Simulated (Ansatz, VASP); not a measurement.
Two plane-wave programs on Eu

```
CELL_PARAMETERS angstrom
3.50466 0.00000 0.00000
0.00000 3.50466 0.00000
0.00000 0.00000 3.50466
ATOMIC_POSITIONS crystal
Eu 0.00000 0.00000 0.00000
```

Alike in both runs: functional PBE; k mesh 11 × 11 × 11; occupations fermi-dirac, width 0.1 eV; collinear spin.

Ansatz relaxed the structure, and its values are those at the end. VASP's run is a single point on that final structure, the one shown.

|  | VASP | Ansatz |
| --- | --- | --- |
| version | VASP 6.6.1 | Ansatz 0.2.0 |
| potentials or method | VASP PAW PBE potentials, release 64 (Eu) | PAW with Ansatz's default frozen-core files, scalar-relativistic |
| plane-wave cutoff (eV) | 520 | 420 |
| valence electrons in the cell | 17 | 17 |

```tsv
	VASP	Ansatz	Ansatz less VASP
pressure (GPa)	-0.2	0.0	+0.23
net moment per atom (μB)	7.25	7.25	+0.002
size of the moment on the site where the two differ most (μB)	6.70	7.01	+0.304
```

Site moments also hang on the region over which each program counts them.

 The state reached can hang on the start; a lower one may exist.
